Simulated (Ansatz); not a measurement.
**Trial inputs on Mg2Si**

The reference input for Ansatz (plane-wave DFT with PAW):

```yaml
crystal:
  lattice:
    - [0.0, 3.1698179195, 3.1698179195]
    - [3.1698179195, 0.0, 3.1698179195]
    - [3.1698179195, 3.1698179195, 0.0]
  atoms:
    - { symbol: Mg, position: [0.25, 0.25, 0.25] }
    - { symbol: Mg, position: [0.75, 0.75, 0.75] }
    - { symbol: Si, position: [0.0, 0.0, 0.0] }
basis:
  ecutwfc: 420
kpoints:
  mp_grid: { grid: [6, 6, 6] }
hamiltonian:
  xc: pbe
scf:
  occupations: { method: gaussian, width: 0.1 }
output:
  forces: true
  stress: true
  eigenvalues: true
```

Command:

```bash
ansatz run input.yaml --threads 1 --pin off --max-ram 1331MiB --backend cpu --events-out ev --progress --plain --runs-dir out
```

The run converges in 6 SCF iterations on 16 irreducible k-points: pressure 0.63 GPa, gap on the sampled k-points 0.20 eV.

These settings were drawn at random to show what each does; none of the numbers is a converged property of the crystal. Each trial's input is given as a difference from the reference's; energies are extrapolated to zero smearing where there is one, and pressure is positive in compression.

Trial 1:

```diff
 scf:
-  occupations: { method: gaussian, width: 0.1 }
+  occupations: { method: fermi_dirac, width: "0.01 Ry" }
```

The run converges in 7 SCF iterations on 16 irreducible k-points: energy 0.94 meV per atom above the reference, pressure 0.63 GPa.

Trial 2:

```diff
 kpoints:
-  mp_grid: { grid: [6, 6, 6] }
+  mp_grid: { grid: [1, 6, 4] }
```

The run converges in 7 SCF iterations on 14 irreducible k-points: energy 699 meV per atom above the reference, pressure 2.97 GPa, largest force 0.139 eV/Å. It warns that the mesh lowers the symmetry.

Trial 3 (origin moved):

```diff
 crystal:
   atoms:
-    - { symbol: Mg, position: [0.25, 0.25, 0.25] }
-    - { symbol: Mg, position: [0.75, 0.75, 0.75] }
-    - { symbol: Si, position: [0.0, 0.0, 0.0] }
+    - { symbol: Mg, position: [0.697, 0.263, 0.868] }
+    - { symbol: Mg, position: [1.197, 0.763, 1.368] }
+    - { symbol: Si, position: [0.447, 0.013, 0.618] }
 scf:
-  occupations: { method: gaussian, width: 0.1 }
+  occupations: { method: fixed }
+  mixing: { algorithm: msr1 }
+  max_iter: 62
```

The run converges in 6 SCF iterations on 16 irreducible k-points: energy 0.05 meV per atom below the reference, pressure 0.64 GPa, gap on the sampled k-points 0.20 eV.

Trial 4 (origin moved):

```diff
 crystal:
   atoms:
-    - { symbol: Mg, position: [0.25, 0.25, 0.25] }
-    - { symbol: Mg, position: [0.75, 0.75, 0.75] }
-    - { symbol: Si, position: [0.0, 0.0, 0.0] }
+    - { symbol: Mg, position: [0.376, 1.101, 0.717] }
+    - { symbol: Mg, position: [0.876, 1.601, 1.217] }
+    - { symbol: Si, position: [0.126, 0.851, 0.467] }
 basis:
-  ecutwfc: 420
+  ecutwfc: 260
 scf:
+  max_iter: 30
+  convergence: { dr2_threshold: "1e-6 eV" }
 output:
-  forces: true
-  stress: true
+  forces: false
+  stress: false
+  dos: { projected: true }
```

The run converges in 6 SCF iterations on 16 irreducible k-points: energy 101 meV per atom above the reference, gap on the sampled k-points 0.19 eV. It warns that the cutoff lies under the recommended one, 420 eV for these potentials.

Trial 5:

```diff
 basis:
-  ecutwfc: 420
+  ecutwfc: 450
 hamiltonian:
+  dispersion: d3bj
```

The run converges in 6 SCF iterations on 16 irreducible k-points: pressure -1.76 GPa, gap on the sampled k-points 0.20 eV.